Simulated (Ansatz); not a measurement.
# Ca (hP4 type): how the settings move a relaxation

How sensitive is a relaxation of Ca (hP4 type) to its settings? A reference run comes first, then one run with altered input.

Method: reference: DFT, PBE, PAW with Ansatz's default frozen-core files, scalar-relativistic, in Ansatz 0.2.0.

**1. Starting point**

It takes space group P6_3/mmc (No. 194, hexagonal). The conventional cell has a = 5.157 Å, b = 5.157 Å, c = 7.323 Å, α = 90.00°, β = 90.00°, γ = 120.00°. Ca (site symmetry -3m) is surrounded by 8 Ca at 3.50 to 3.66 Å. Ca (site symmetry -6m2) has 6 Ca at 3.50 Å as nearest neighbours.

Coordinates:

```cif
data_structure
_symmetry_space_group_name_H-M 'P6_3/mmc'
_symmetry_Int_Tables_number 194
_cell_length_a 5.1573
_cell_length_b 5.1573
_cell_length_c 7.3234
_cell_angle_alpha 90.000
_cell_angle_beta 90.000
_cell_angle_gamma 120.000
_cell_volume 168.69
loop_
_atom_site_label
_atom_site_type_symbol
_atom_site_symmetry_multiplicity
_atom_site_Wyckoff_symbol
_atom_site_fract_x
_atom_site_fract_y
_atom_site_fract_z
_atom_site_occupancy
Ca1 Ca 2 a 0.00000 0.00000 0.00000 1
Ca2 Ca 2 c 0.33333 0.66667 0.25000 1
```

**2. Baseline**

input.yaml

```yaml
crystal:
  lattice:
    - [5.1573329576, 0.0, 0.0]
    - [-2.5786664788, 4.4663813571, 0.0]
    - [0.0, 0.0, 7.3234127998]
  atoms:
    - { symbol: Ca, position: [0.0, 0.0, 0.0] }
    - { symbol: Ca, position: [0.0, 0.0, 0.5] }
    - { symbol: Ca, position: [0.3333333333, 0.6666666667, 0.25] }
    - { symbol: Ca, position: [0.6666666667, 0.3333333333, 0.75] }
kpoints:
  mp_grid: { grid: [7, 7, 4] }
scf:
  occupations: { method: fermi_dirac, width: 0.1 }
hamiltonian:
  xc: pbe
  pseudopotentials: { kind: paw }
output:
  forces: true
  stress: true
  write_density: true
  write_potential: true
  elf: true
  volumetric_format: npy
relax:
  f_tol: 0.005
  max_steps: 40
  cell: {}
```

Run with:

```bash
ansatz run input.yaml --threads 1 --pin off --max-ram 3072MiB --backend cpu --events-out ev --progress --plain --runs-dir out
```

**3. Changing settings: spin_polarized true**

input.yaml: that of step 2 with these lines changed.

```diff
@@ -28 +28,3 @@
   cell: {}
+magnetization:
+  spin_polarized: true
```

**Question.** What will these runs give? Wanted: for each run, ending; energy change; pressure; gap; force.

The runs gave:

```tsv
run	ending	energy change	pressure (GPa)	gap (eV)	force (eV/Å)	cycles	time
reference	converged	0	0.0	0.00	0.00	131	1.8 min
1: spin_polarized true	converged	0.0 meV/atom	0.0	0.00	0.00	137	2.1 min
```

What this shows: With the changed spin polarisation the energy stays within 0.5 meV/atom: no moment was seeded, so none could form, and both runs end non-magnetic.
